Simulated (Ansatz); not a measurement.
# Te2Pt: the cost of one run

Program: Ansatz 0.2.0. PAW datasets, plane waves, zero pressure. The values are computed, spin-unpolarised, and not measurements.

## Step 1: The structure to begin with

This is the cell as the run starts from it, not yet at rest; its lengths are not the crystal's.

It is trigonal, P-3m1 (No. 164); conventional cell a = 4.139 Å, c = 6.396 Å, 31.63 Å³ an atom. Around Pt lie 6 Te at 2.92 Å; around Te lie 3 Pt at 2.92 Å.

Structure file:

```cif
data_structure
_symmetry_space_group_name_H-M 'P 1'
_symmetry_Int_Tables_number 1
_cell_length_a 4.1385
_cell_length_b 4.1385
_cell_length_c 6.3963
_cell_angle_alpha 90.000
_cell_angle_beta 90.000
_cell_angle_gamma 120.000
_cell_volume 94.88
loop_
_atom_site_label
_atom_site_type_symbol
_atom_site_fract_x
_atom_site_fract_y
_atom_site_fract_z
_atom_site_occupancy
Pt1 Pt 0.00000 0.00000 0.00000 1
Te1 Te 0.33333 0.66667 0.26291 1
Te2 Te 0.66667 0.33333 0.73709 1
```

## Step 2: Relaxation with PBE-D3(BJ)

The input, input.yaml:

```yaml
crystal:
  lattice:
    - [4.13854172, 0.0, 0.0]
    - [-2.06927086, 3.5840822641, 0.0]
    - [0.0, 0.0, 6.396293764]
  atoms:
    - { symbol: Pt, position: [0.0, 0.0, 0.0] }
    - { symbol: Te, position: [0.3333333333, 0.6666666667, 0.2629095761] }
    - { symbol: Te, position: [0.6666666667, 0.3333333333, 0.7370904239] }
kpoints:
  mp_grid: { grid: [6, 6, 4] }
hamiltonian:
  xc: pbe
  dispersion: d3bj
scf:
  occupations: { method: fermi_dirac, width: 0.02 }
relax:
  f_tol: 0.005
  cell: {}
output:
  write_density: true
  write_potential: true
  elf: true
  volumetric_format: npy
```

Command:

```
ansatz run input.yaml --threads 4 --pin off --max-ram 7372MiB --backend cpu --events-out ev --progress --plain --runs-dir out
```

What time and memory should one allow on 4 threads of Intel Xeon 6975P-C (Granite Rapids), shared host?

About 4.6 s, with a peak of 0.47 GiB.
